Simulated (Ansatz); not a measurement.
**BaTiO3: convergence and cost**

Aim, for BaTiO3: test the k-point mesh on the displaced cell.

Computed with Ansatz 0.2.0 (DFT PBEsol, scalar-relativistic, plane waves, PAW, unless a step's input says otherwise).

## Step 1: The starting structure

The structure is trigonal, space group R3m (No. 160). The conventional cell has a = 5.655 Å, b = 5.655 Å, c = 6.953 Å, α = 90.00°, β = 90.00°, γ = 120.00°. Around Ba (site symmetry 3m) lie 12 O at 2.79 to 2.88 Å. Ti (site symmetry 3m) has 6 O at 1.88 to 2.14 Å in its first shell of neighbours. O (site symmetry m) has 2 Ti at 1.88 to 2.14 Å and 1 Ba at 2.79 Å in its first shell of neighbours.

Coordinates:

```xyz
5
Lattice="2.8277 1.6326 2.3177 -2.8277 1.6326 2.3177 0.0000 -3.2651 2.3177" Properties=species:S:1:pos:R:3 pbc="T T T"
Ba    0.0000    0.0000    0.0000
Ti    0.0000    0.0000    3.5739
O     0.0000   -1.5996    4.5536
O    -1.3853    0.7998    4.5536
O     1.3853    0.7998    4.5536
```

Source of the structure: the Crystallography Open Database. It is taken as it stands there.

## Step 2: The base input

Input file input.yaml:

```yaml
crystal:
  lattice:
    - [2.8276681575, 1.6325549719, 2.317731608]
    - [-2.8276681575, 1.6325549719, 2.317731608]
    - [0.0, -3.2651099438, 2.317731608]
  atoms:
    - { symbol: Ba, position: [0.0, 0.0, 0.0] }
    - { symbol: Ti, position: [0.514, 0.514, 0.514] }
    - { symbol: O, position: [0.4916, 0.4916, 0.9815] }
    - { symbol: O, position: [0.4916, 0.9815, 0.4916] }
    - { symbol: O, position: [0.9815, 0.4916, 0.4916] }
basis:
  ecutwfc: 420
kpoints:
  mp_grid: { grid: [6, 6, 6] }
hamiltonian:
  xc: pbesol
scf:
  occupations: { method: gaussian, width: 0.02 }
output:
  forces: true
  stress: true
  eigenvalues: true
  populations: true
```

It was run beforehand and gave: -2005.4956 eV/atom at zero smearing, pressure -1.28 GPa, largest force 0.129 eV/Å, gap on the mesh 2.36 eV, in 6 SCF cycles and 8.7 s.

The runs on the displaced cell use a copy made earlier, with the atoms moved and the axes strained (about 1 %) at random, so that forces and shear stress do not vanish.

## Step 3: K-point mesh on the displaced cell: 1×1×1

Input file input.yaml:

```yaml
crystal:
  lattice:
    - [2.8193782869, 1.642371992, 2.2963980085]
    - [-2.8265732902, 1.6079329908, 2.3294340357]
    - [-0.0334225516, -3.290561654, 2.341271863]
  atoms:
    - { symbol: Ba, position: [0.0026354493, 0.0148621033, 0.035398357] }
    - { symbol: Ti, position: [0.5181817518, 0.5016307606, 0.5229100921] }
    - { symbol: O, position: [0.4831800789, 0.4750976295, 0.9688660862] }
    - { symbol: O, position: [0.4779043671, 0.9706272881, 0.4676554668] }
    - { symbol: O, position: [1.020529643, 0.4990537475, 0.4955453533] }
basis:
  ecutwfc: 420
kpoints:
  mp_grid: { grid: [1, 1, 1] }
hamiltonian:
  xc: pbesol
scf:
  occupations: { method: gaussian, width: 0.02 }
output:
  forces: true
  stress: true
  eigenvalues: true
```

Started as:

```console
$ ansatz run input.yaml --threads 1 --pin off --max-ram 2560MiB --backend cpu --events-out ev --progress --plain --runs-dir out
```

Further runs follow: K-point mesh on the displaced cell set to 2×2×2; K-point mesh on the displaced cell: 4×4×4.

What results come out of these runs, taken together?

The runs gave:

| quantity | value |
| --- | --- |
| k-point mesh on the displaced cell: within 10 and 1 meV/atom of 6×6×6 from | 4×4×4 for 10; 4×4×4 for 1 |

What this shows: For the k-point mesh on the displaced cell, the energy stays within 1 meV/atom of the reference from 4×4×4 on, at about 0.33 of the reference's time. The reference is only the best run made, not a proven limit. A mesh shows the true gap only if it holds both band edges, so the gap need not fall steadily as the mesh grows. The energy moves one way along this series. Forces come within 0.01 eV/Å only at the reference itself. Where forces pass 15 eV/Å atoms stand far too close, the PAW spheres overlap strongly and those numbers are rough.
